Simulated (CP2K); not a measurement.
Crystal: CdS (Hawleyite).

```
Cd S
1.0
     4.12455    0.00000    0.00000
     2.06228    3.57197    0.00000
     2.06228    1.19066    3.36768
Cd S
1 1
Direct
  0.00000 0.00000 0.00000
  0.75000 0.75000 0.75000
```

Program: CP2K 2026.2. Alike in all runs: task single point; no spin polarisation; cell as given.

Question: Order these runs on this cell by their band gap on the k mesh, lowest first.
A. level PBE; potentials or basis POTENTIAL_UZH Cd GTH-PBE-q12, S GTH-PBE-q6; TZVP-MOLOPT-PBE-GTH basis; k mesh 8 × 8 × 8; smearing fermi-dirac 0.05 eV; EPS_DEFAULT 1.0E-10; CUTOFF of the grids 450 Ry
B. level PBEsol; potentials or basis POTENTIAL_UZH Cd GTH-PBE-q12, S GTH-PBE-q6; TZVP-MOLOPT-PBE-GTH basis; k mesh 8 × 8 × 8; smearing fermi-dirac 0.05 eV; EPS_DEFAULT 1.0E-10; CUTOFF of the grids 450 Ry
C. level r2SCAN; potentials or basis POTENTIAL_UZH Cd GTH-SCAN-q12, S GTH-SCAN-q6; DZVP-MOLOPT-SR-GTH basis; k mesh 6 × 6 × 6; smearing fermi-dirac 0.0259 eV; EPS_DEFAULT 1.0E-9; CUTOFF of the grids 675 Ry

Answer: B (0.98 eV), A (1.14 eV), C (1.47 eV).

Caveats: the basis of atomic orbitals isn't converged, which shifts pressures, moduli and gaps.

A k mesh can miss the band edges.

Not every run made on this cell is shown here.
